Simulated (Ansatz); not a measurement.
# FeO (Fm-3m) in Ansatz: equation of state

Aim: energy against volume of FeO in PBE, for its equilibrium volume and stiffness.

Everything below comes from runs of Ansatz 0.2.0. Logs are shortened: lines on timing, memory, paths and dates and some standing lists are left out, and cuts for length are marked.

## 1. Starting point

The structure is cubic, space group Fm-3m (No. 225). Conventional cell: a = 4.311 Å, b = 4.311 Å, c = 4.311 Å, α = 90.00°, β = 90.00°, γ = 90.00°. Fe (site symmetry m-3m) is surrounded by 6 O at 2.16 Å. Around O (site symmetry m-3m) lie 6 Fe at 2.16 Å.

## 2. Equation of state, PBE, collinear spin, ferromagnetic start

Potentials or basis: all-electron LAPW, scalar-relativistic.

This step only gathers the single runs of the series.

Results:

* Equilibrium volume: 10.00 Å³/atom
* Bulk modulus: 185 GPa
* Pressure derivative of the bulk modulus: 4.5

Energy against volume, from the lowest point:
| volume (Å³/atom) | energy (meV/atom) |
| --- | --- |
| 9.413 | 22.07 |
| 9.613 | 9.18 |
| 9.813 | 2.02 |
| 10.013 | 0.00 |
| 10.214 | 2.57 |
| 10.414 | 9.25 |
| 10.614 | 19.64 |
